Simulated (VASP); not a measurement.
Write an ASE script for VASP 6.6.1 that does the following.

| Property | Result |
| --- | --- |
| Task | density of states |
| Functional | r2SCAN |
| Dispersion | rVV10 |
| Potentials or basis | VASP PAW PBE potentials, release 64 (Li_sv) |
| Cutoff | 520 eV |
| k mesh | 11 × 11 × 11 |
| Occupations | methfessel-paxton, width 0.2 eV |
| Spin | no spin polarisation |
| Further INCAR settings | ALGO = Normal; EDIFF = 1.00e-06; NBANDS = 8 |

The structure of Li lies in POSCAR:

```
Li
1.0
   -1.7777401479      1.7777401479      1.7777401479
    1.7777401479     -1.7777401479      1.7777401479
    1.7777401479      1.7777401479     -1.7777401479
Li
1
Direct
    0.0000000000      0.0000000000      0.0000000000
```

The cell isn't the ideal one: volume scaled by 1.04.

These files were run (other wordings do the same):

run.py

```python
from ase.calculators.vasp import Vasp
from ase.dft.dos import DOS
from ase.io import read

atoms = read('POSCAR')
calc = Vasp(
    directory='calc',
    xc='r2scan+rvv10',
    pp='PBE',
    setups='recommended',
    prec='Accurate',
    encut=520,
    ediff=1e-06,
    ismear=1,
    sigma=0.2,
    lreal=False,
    lasph=True,
    nelm=60,
    algo='Normal',
    isif=2,
    lwave=False,
    lcharg=False,
    lmixtau=True,
    lorbit=11,
    kpts=[11, 11, 11],
    gamma=True,
    nbands=8,
)
atoms.calc = calc

print('energy (eV):', atoms.get_potential_energy())
print('free energy (eV):', atoms.get_potential_energy(force_consistent=True))
print('forces (eV/A):')
print(atoms.get_forces())
print('stress (eV/A^3, Voigt):', atoms.get_stress())
print('Fermi level (eV):', calc.get_fermi_level())
dos = DOS(calc, width=0.1, window=(-10, 10), npts=301)
print('E - E_F (eV), DOS (1/eV)')
for e, g in zip(dos.get_energies(), dos.get_dos()):
    print(f'{e:8.3f} {g:10.4f}')
```

Potentials or basis: VASP PAW PBE potentials, release 64 (Li_sv).

The run is started by

```console
$ python run.py
```

Results of the run:

| Quantity | Value |
| --- | --- |
| Band gap on the k mesh | none (metal or under the smearing width) |
| Valence electrons inside the program's atomic spheres | Li 2.04 |

Caveat: the PAW data sets were made with another functional, which shifts forces and pressure a little.

Run time: 38 s on 1 thread of Intel(R) Xeon(R) 6975P-C (Granite Rapids), on a shared host, peak memory 0.2 GiB.
